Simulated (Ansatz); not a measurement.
Reactions of CH$_{2}$F$_{2}$O (`OC(F)F`).

Isolated molecules relaxed with PBE0-D4/def2-TZVP in Ansatz; ΔE leaves out vibrations. CCSD(T)/CBS adds triple-zeta CCSD(T) − MP2 to the extrapolated MP2 energy (def2 sets, frozen cores). This one scheme is used for every species, atoms too. Functionals use def2-TZVPP. B3LYP here is the variant with VWN-RPA as its local correlation; programs differ in this. No spin–orbit coupling; open shells (•) take unrestricted orbitals. Spin–orbit coupling would lower the free atoms: a little for F. Elements past krypton have def2 core potentials. For Te outer-core shells are correlated without core-valence functions, so the limit isn't a true one: a few kJ/mol of doubt a bond, and 10 to 20 or more in all where bonds break to atoms. Each species was taken in one conformer, which may not be the lowest.

```tsv
reaction	B3LYP-D4 (eV)	CCSD(T)/CBS(def2) (eV)
`OC(F)F` + F• → `[O]C(F)F`• + H–F	-0.89	-0.79
`OC(F)F` + `OCF` → `FCOC(F)F` + H₂O	0.14	0.08
`OC(F)F` + H₂ → `OCF` + H–F	-0.35	-0.45
`OC(F)F` + H₂Te → `OC(F)[TeH]` + H–F	0.29	0.19
`OC(F)F` + `F[C](F)F`• → `[O]C(F)F`• + `FC(F)F`	0.33	0.42
`OC(F)F` + `C[SiH2]O` → `C[SiH2]OC(F)F` + H₂O	0.04	0.02
```

Largest T1 diagnostic: 0.016, for `[O]C(F)F`•.
